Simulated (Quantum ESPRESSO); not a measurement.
**CoO: magnetism against a distortion at fixed volume**

Aim: follow moments and order energies of CoO with a distortion at fixed volume.

Program: Quantum ESPRESSO 7.5. Level of theory: PBE with U = 3.5 eV on Co d (ortho-atomic projectors); plane waves with GBRV 1.5 PBE potentials, no spin-orbit coupling. Results are calculated unless marked as measured.

### Step 1. The structure

It takes space group Fm-3m (No. 225, cubic). The conventional cell has a = 4.261 Å, b = 4.261 Å, c = 4.261 Å, α = 90.00°, β = 90.00°, γ = 90.00°. Nearest to Co lie 6 O at 2.13 Å. Nearest to O lie 6 Co at 2.13 Å. Farther neighbours and most contacts between anions are not listed.

Coordinates:

```cif
data_structure
_symmetry_space_group_name_H-M 'Fm-3m'
_symmetry_Int_Tables_number 225
_cell_length_a 4.2610
_cell_length_b 4.2610
_cell_length_c 4.2610
_cell_angle_alpha 90.000
_cell_angle_beta 90.000
_cell_angle_gamma 90.000
_cell_volume 77.36
loop_
_atom_site_label
_atom_site_type_symbol
_atom_site_symmetry_multiplicity
_atom_site_Wyckoff_symbol
_atom_site_fract_x
_atom_site_fract_y
_atom_site_fract_z
_atom_site_occupancy
Co1 Co 4 a 0.00000 0.00000 0.00000 1
O1 O 4 b 0.50000 0.00000 0.00000 1
```

The lattice constants were typed from memory of published values and not checked against a source.

### Step 2. Factor along z 0.92, ferro +

Lengths along Cartesian z scale by the factor and those normal to it by its inverse root. Atoms keep their fractional places. Seeded atoms are those given a starting moment.

The input, pw.in:

```
&CONTROL
  calculation = 'scf'
  prefix = 'pwscf'
  outdir = './tmp'
  pseudo_dir = './pseudo'
  disk_io = 'nowf'
  tprnfor = .true.
  tstress = .true.
/
&SYSTEM
  ibrav = 0
  celldm(1) = 8
  nat = 2
  ntyp = 2
  ecutwfc = 40
  ecutrho = 280
  nbnd = 20
  occupations = 'smearing'
  smearing = 'fd'
  degauss = 0.00367493
  nspin = 2
  starting_magnetization(1) = 0.1765
  starting_magnetization(2) = 0
/
&ELECTRONS
  conv_thr = 4d-09
  electron_maxstep = 150
  mixing_beta = 0.3
/
ATOMIC_SPECIES
Co     58.9332 co_pbe_v1.2.uspp.F.UPF
O      15.9990 o_pbe_v1.2.uspp.F.UPF
CELL_PARAMETERS alat
   0.0000000000000    0.5246824102529    0.4629970734792
   0.5246824102529    0.0000000000000    0.4629970734792
   0.5246824102529    0.5246824102529    0.0000000000000
ATOMIC_POSITIONS crystal
Co      0.0000000000    0.0000000000    0.0000000000
O       0.5000000000    0.5000000000    0.5000000000
K_POINTS automatic
10 10 10 0 0 0
HUBBARD {ortho-atomic}
U Co-3d 3.5000
```

On the command line:

```sh
OMP_NUM_THREADS=1 mpirun -n 4 pw.x -nk 4 -in pw.in > pw.out
```

The program printed:

```text
Program PWSCF v.7.5 starts

     Message from routine setup:
     using ibrav=0 with symmetry is DISCOURAGED, use correct ibrav instead

     K-points division:     npool     =       4
     Subspace diagonalization in iterative solution of the eigenvalue problem:

     bravais-lattice index     =            0
     lattice parameter (alat)  =       8.0000  a.u.
     unit-cell volume          =     130.5182 (a.u.)^3
     number of atoms/cell      =            2
     number of atomic types    =            2
     number of electrons       =        23.00
     number of Kohn-Sham states=           20
     kinetic-energy cutoff     =      40.0000  Ry
     charge density cutoff     =     280.0000  Ry
     scf convergence threshold =      4.0E-09
     mixing beta               =       0.3000
     number of iterations used =            8  plain     mixing
     Exchange-correlation= SLA  PW   PBE  PBE
                           (   1   4   3   4   0   0   0)
     Hubbard projectors: ortho-atomic
     Hubbard parameters of DFT+U (Dudarev formulation) in eV:
     U(Co-3d) =  3.5000

     Internal variables: lda_plus_u =T, lda_plus_u_kind = 0

     Internal variables: orbital_resolved =F, hub_pot_fix =F, apply_U = F

     celldm(1)=   8.000000  celldm(2)=   0.000000  celldm(3)=   0.000000
     celldm(4)=   0.000000  celldm(5)=   0.000000  celldm(6)=   0.000000

     crystal axes: (cart. coord. in units of alat)
               a(1) = (   0.000000   0.524682   0.462997 )
               a(2) = (   0.524682   0.000000   0.462997 )
               a(3) = (   0.524682   0.524682   0.000000 )

     reciprocal axes: (cart. coord. in units 2 pi/alat)
               b(1) = ( -0.952957  0.952957  1.079920 )
               b(2) = (  0.952957 -0.952957  1.079920 )
               b(3) = (  0.952957  0.952957 -1.079920 )

     PseudoPot. # 1 for Co read from file:
     co_pbe_v1.2.uspp.F.UPF
     Pseudo is Ultrasoft + core correction, Zval = 17.0

     PseudoPot. # 2 for O  read from file:
     o_pbe_v1.2.uspp.F.UPF
     Pseudo is Ultrasoft + core correction, Zval =  6.0

     atomic species   valence    mass     pseudopotential
     Co               17.00    58.93320     Co( 1.00)
     O                 6.00    15.99900     O ( 1.00)

     Starting magnetic structure
     atomic species   magnetization
     Co              0.176
     O               0.000

     16 Sym. Ops., with inversion, found

   Cartesian axes

     site n.     atom                  positions (alat units)
         1        Co     tau(   1) = (   0.0000000   0.0000000   0.0000000  )
         2        O      tau(   2) = (   0.5246824   0.5246824   0.4629971  )

     number of k points=   102  Fermi-Dirac smearing, width (Ry)=  0.0037

     Number of k-points >= 100: set verbosity='high' to print them.

     Dense  grid:    10299 G-vectors     FFT dimensions: (  30,  30,  32)

     Smooth grid:     4483 G-vectors     FFT dimensions: (  24,  24,  24)

     Check: negative core charge=   -0.000038
     Generating pointlists ...
     new r_m :   0.1910 (alat units)  1.5279 (a.u.) for type    1
     new r_m :   0.1910 (alat units)  1.5279 (a.u.) for type    2

     Initial potential from superposition of free atoms

     starting charge      22.0000, renormalised to      23.0000

     STARTING HUBBARD OCCUPATIONS:

     =================== HUBBARD OCCUPATIONS ===================
     ------------------------ ATOM    1 ------------------------
     Tr[ns(  1)] (up, down, total) =   5.00000  2.00000  7.00000
     Atomic magnetic moment for atom   1 =   3.00000
     [... lines left out ...]
     Number of occupied Hubbard levels =    7.0000

     Atomic wfc used for Hubbard projectors are orthogonalized

     Starting wfcs are   17 randomized atomic wfcs +    3 random wfcs

     Self-consistent Calculation

     iteration #  1     ecut=    40.00 Ry     beta= 0.30
     Davidson diagonalization with overlap
     ethr =  1.00E-02,  avg # of iterations =  5.0

     =================== HUBBARD OCCUPATIONS ===================
     ------------------------ ATOM    1 ------------------------
     Tr[ns(  1)] (up, down, total) =   4.59726  0.94918  5.54644
     Atomic magnetic moment for atom   1 =   3.64809
     [... lines left out ...]
     Number of occupied Hubbard levels =    5.5464

     total energy              =    -328.76063630 Ry
     estimated scf accuracy    <       6.14675929 Ry

     total magnetization       =     3.57 Bohr mag/cell
     absolute magnetization    =     3.68 Bohr mag/cell

     iteration #  2     ecut=    40.00 Ry     beta= 0.30
     Davidson diagonalization with overlap
     ethr =  1.00E-02,  avg # of iterations =  2.0

     total energy              =    -329.73029153 Ry
     estimated scf accuracy    <       5.23290342 Ry

     total magnetization       =     0.99 Bohr mag/cell
     absolute magnetization    =     1.03 Bohr mag/cell

     [... further iterations left out ...]

     iteration # 12     ecut=    40.00 Ry     beta= 0.30
     Davidson diagonalization with overlap
     ethr =  7.56E-11,  avg # of iterations =  2.0

     total energy              =    -330.60902836 Ry
     estimated scf accuracy    <       0.00000001 Ry

     total magnetization       =     3.00 Bohr mag/cell
     absolute magnetization    =     3.02 Bohr mag/cell

     iteration # 13     ecut=    40.00 Ry     beta= 0.30
     Davidson diagonalization with overlap
     ethr =  4.42E-11,  avg # of iterations =  1.3

     Magnetic moment per site  (integrated on atomic sphere of radius R)
     atom   1 (R=0.191)  charge= 14.2181  magn=  2.5374
     atom   2 (R=0.191)  charge=  5.4127  magn=  0.2753

     End of self-consistent calculation

     =================== HUBBARD OCCUPATIONS ===================
     ------------------------ ATOM    1 ------------------------
     Tr[ns(  1)] (up, down, total) =   4.97083  2.31086  7.28169
     Atomic magnetic moment for atom   1 =   2.65997
     [... lines left out ...]
     Number of occupied Hubbard levels =    7.2817

     Number of k-points >= 100: set verbosity='high' to print the bands.

     the Fermi energy is    13.7573 ev

!    total energy              =    -330.60902839 Ry
     estimated scf accuracy    <          1.3E-10 Ry
     smearing contrib. (-TS)   =      -0.00110884 Ry
     internal energy E=F+TS    =    -330.60791955 Ry

     The total energy is F=E-TS. E is the sum of the following terms:
     one-electron contribution =    -184.20194072 Ry
     hartree contribution      =     105.46441749 Ry
     xc contribution           =     -40.07097631 Ry
     ewald contribution        =    -211.89751833 Ry
     Hubbard energy            =       0.09809832 Ry

     total magnetization       =     3.00 Bohr mag/cell
     absolute magnetization    =     3.02 Bohr mag/cell

     convergence has been achieved in  13 iterations

     Forces acting on atoms (cartesian axes, Ry/au):

     atom    1 type  1   force =     0.00000000    0.00000000    0.00000000
     atom    2 type  2   force =     0.00000000    0.00000000    0.00000000

     Total force =     0.000000     Total SCF correction =     0.000000

     Computing stress (Cartesian axis) and pressure

          total   stress  (Ry/bohr**3)                   (kbar)     P=       81.37
   0.00029221   0.00000000  -0.00000000           42.99        0.00       -0.00
   0.00000000   0.00029221   0.00000000            0.00       42.99        0.00
   0.00000000   0.00000000   0.00107506            0.00        0.00      158.15

=------------------------------------------------------------------------------=
   JOB DONE.
=------------------------------------------------------------------------------=
```

It took 11 s on 4 MPI ranks of Arm Neoverse V2, shared host; peak memory 0.28 GiB.

Spin moment in the atom's sphere by atom:

```tsv
atom	spin moment in the atom's sphere (μB)
Co1	2.54
O2	0.28
```

Numbers from this step:

* smearing term TS: 0.01509 eV
* pressure: 8.137 GPa
* magnetization: 3 μB
* absolute magnetization: 3.024 μB
* final state: ferromagnetic

### Step 3. Factor along z 0.92, antiferro q=(0,0,1/2) +-

The wavevector q is in fractions of the reciprocal vectors of the crystal's primitive cell, as the cells of these inputs are built from it; moments change sign between cells as cos(2π q·R).

The input, pw.in:

```
&CONTROL
  calculation = 'scf'
  prefix = 'pwscf'
  outdir = './tmp'
  pseudo_dir = './pseudo'
  disk_io = 'nowf'
  tprnfor = .true.
  tstress = .true.
/
&SYSTEM
  ibrav = 0
  celldm(1) = 8
  nat = 4
  ntyp = 3
  ecutwfc = 40
  ecutrho = 280
  nbnd = 32
  occupations = 'smearing'
  smearing = 'fd'
  degauss = 0.00367493
  nspin = 2
  starting_magnetization(1) = 0.1765
  starting_magnetization(2) = -0.1765
  starting_magnetization(3) = 0
/
&ELECTRONS
  conv_thr = 8d-09
  electron_maxstep = 150
  mixing_beta = 0.3
/
ATOMIC_SPECIES
Co1    58.9332 co_pbe_v1.2.uspp.F.UPF
Co2    58.9332 co_pbe_v1.2.uspp.F.UPF
O      15.9990 o_pbe_v1.2.uspp.F.UPF
CELL_PARAMETERS alat
   0.0000000000000    0.5246824102529    0.4629970734792
   0.5246824102529    0.0000000000000    0.4629970734792
   1.0493648205082    1.0493648205082    0.0000000000000
ATOMIC_POSITIONS crystal
Co1     0.0000000000    0.0000000000    0.0000000000
Co2     0.0000000000    0.0000000000    0.5000000000
O       0.5000000000    0.5000000000    0.2500000000
O       0.5000000000    0.5000000000    0.7500000000
K_POINTS automatic
10 10 5 0 0 0
HUBBARD {ortho-atomic}
U Co1-3d 3.5000
U Co2-3d 3.5000
```

The program printed:

```text
     [... lines left out ...]
Program PWSCF v.7.5 starts
     [... lines left out ...]
     number of atoms/cell      =            4
     [... lines left out ...]
     number of electrons       =        46.00
     number of Kohn-Sham states=           32
     kinetic-energy cutoff     =      40.0000  Ry
     charge density cutoff     =     280.0000  Ry
     scf convergence threshold =      8.0E-09
     [... lines left out ...]
      4 Sym. Ops., with inversion, found
     [... lines left out ...]
     number of k points=   141  Fermi-Dirac smearing, width (Ry)=  0.0037
     [... lines left out ...]
     iteration # 29     ecut=    40.00 Ry     beta= 0.30
     [... lines left out ...]
     Magnetic moment per site  (integrated on atomic sphere of radius R)
     atom   1 (R=0.191)  charge= 14.2322  magn=  2.4632
     atom   2 (R=0.191)  charge= 14.2322  magn= -2.4632
     atom   3 (R=0.191)  charge=  5.4028  magn=  0.0000
     atom   4 (R=0.191)  charge=  5.4028  magn=  0.0000
     [... lines left out ...]
     Tr[ns(  1)] (up, down, total) =   4.95503  2.35663  7.31165
     [... lines left out ...]
     Tr[ns(  2)] (up, down, total) =   2.35661  4.95502  7.31163
     [... lines left out ...]
     the Fermi energy is    13.7015 ev
!    total energy              =    -661.21960629 Ry
     estimated scf accuracy    <          5.2E-09 Ry
     smearing contrib. (-TS)   =      -0.00215184 Ry
     [... lines left out ...]
     total magnetization       =    -0.00 Bohr mag/cell
     absolute magnetization    =     5.40 Bohr mag/cell
     convergence has been achieved in  29 iterations
     [... lines left out ...]
     Total force =     0.000002     Total SCF correction =     0.000033
     [... lines left out ...]
          total   stress  (Ry/bohr**3)                   (kbar)     P=       65.19
     [... lines left out ...]
```

Wall time 1.7 min (4 MPI ranks); peak memory 0.52 GiB; 6.9 min of CPU time.

Spin moment in the atom's sphere by atom:

```tsv
atom	spin moment in the atom's sphere (μB)
Co1	2.46
Co2	-2.46
O3	0.00
O4	0.00
```

Numbers from this step:

- smearing term TS: 0.02928 eV
- pressure: 6.519 GPa
- magnetization: 0 μB
- absolute magnetization: 5.398 μB
- final state: antiferromagnetic

(Part 1 of 2 ends here.)

[Logs and program files are shortened in this print: banners, set-up blocks, solver, clock and traceback lines can be left out without a mark of their own.]

[Logs are printed without paths, hosts, clocks, repeated set-up lines and the standing remarks that a program may print on its own settings, such as how far it seeks lower states.]

[Hosts, paths, dates, database ids (printed as entryN), source tags and the programs' standing remarks are cut or masked in the printed files.]

[Where a cell is said to come from a database of computed structures, the database is the Materials Project.]
